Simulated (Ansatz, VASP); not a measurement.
**Ge in VASP and in Ansatz**

```
Ge
1.0
    -1.83771    1.83771    1.83771
     1.83771   -1.83771    1.83771
     1.83771    1.83771   -1.83771
Ge
1
Cartesian
  0.0000 0.0000 0.0000
```

Alike in both runs: task single point; functional PBE; k mesh 16 × 16 × 16; occupations gaussian, width 0.1 eV; no spin polarisation.

|  | VASP | Ansatz |
| --- | --- | --- |
| version | VASP 6.6.1 | Ansatz 0.2.0 |
| potentials or method | VASP PAW PBE potentials, release 64 (Ge_d) | scalar-relativistic, plane waves, PAW |
| plane-wave cutoff (eV) | 520 | 420 |
| valence electrons in the cell | 14 | 14 |

|  | VASP | Ansatz | Ansatz less VASP |
| --- | --- | --- | --- |
| gap on the k mesh at the Fermi level (eV) | none | none | - |
| pressure (GPa) | -9.4 | -9.4 | +0.08 |

A gap of «none» marks a metal or a gap that the smearing closes.
